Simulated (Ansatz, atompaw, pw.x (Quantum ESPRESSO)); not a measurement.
Equation-of-state test of one PAW (atompaw) potential (Ga (Z = 31))

* Element: Ga
* Generator: atompaw 4.2.0.5
* Type: PAW
* Functional: PBE
* Relativity: scalar-relativistic
* Frozen core: [Ar]
* Valence charge: 13
* Reference configuration: 3d10 4s2 4p1
* Partial waves: 4s (bound): rc 1.60 bohr; 4s channel at 0.9 Ry: rc 2.20 bohr; 4p (bound): rc 2.20 bohr; 4p channel at 0.7 Ry: rc 2.08 bohr; 3d (bound): rc 1.30 bohr; 3d channel at -0.9 Ry: rc 1.30 bohr
* Local potential: bessel scheme, radius 2.10 bohr
* Core correction: smooth core density matched at 1.40 bohr
* Augmentation charge: sinc compensation charge, radius 1.60 bohr; PAW radius 2.20 bohr; waves and projectors: custom rrkj vanderbiltortho

Atomic tests: cutoffs needed: 90 Ry and 140 Ry (the cutoffs (Ry, on a coarse ladder) from which the occupation-weighted sum of valence levels, in a spherical-Bessel basis at the reference potential, stays within 10 and 1 mRy of its value at 400 Ry); ghost test: no extra level below or beside the all-electron valence levels (s, p, d, f tested) (spherical-Bessel basis up to 400 Ry, 20 bohr box); lowest eigenvalue of the overlap operator: 0.02 (s channel).

Crystal test: fcc Ga in pw.x 7.5, no spin, 13³ k-points, Fermi–Dirac smearing 0.01 Ry, cutoffs 170/900 Ry. The reference is all-electron LAPW (Ansatz 0.2.0) with the same functional, mesh and smearing; V0 and B0 come from Birch–Murnaghan fits to the pressures at five volumes. Errors are pseudo minus all-electron; Δ is the rms difference of the E(V) curves that follow from these fits, minima aligned, over ±6 % about the mean V0. Mesh and smearing are coarse, so the numbers serve the comparison and aren't converged zero-temperature values; the lattice is a test structure that the element need not adopt.

All-electron: a0 = 4.236 Å (V0 = 19.00 Å³/atom), B0 = 48.8 GPa.

Problem. How far does the potential miss the all-electron equation of state?

Solution. mean pressure error (GPa): +0.19; a0 (Å): 4.241; a0 error (%): +0.13; B0 error (%): -0.2; Δ (meV/atom): 0.8.

```tsv
V (Å³/atom)	P all-electron (GPa)	P pseudo (GPa)
18.074	2.74	2.98
18.549	1.23	1.45
19.025	-0.07	0.12
19.501	-1.20	-1.03
19.976	-2.17	-2.02
```

Problem. At the middle volume, how do free energy and pressure move when the wave cutoff is lowered (ecutrho held at 900 Ry)?

Solution.

| cutoff (Ry) | shift of F (meV/atom) | shift of P (GPa) |
| --- | --- | --- |
| 76 | +143.9 | -1.13 |
| 102 | +22.0 | -1.11 |
| 136 | +8.8 | -0.27 |

The run at the middle volume (84 k-points, 7 iterations) took about 67 s on one core of a shared host (Intel(R) Xeon(R) Platinum 8375C CPU @ 2.90GHz, 128 threads, 992 GiB, load 64).
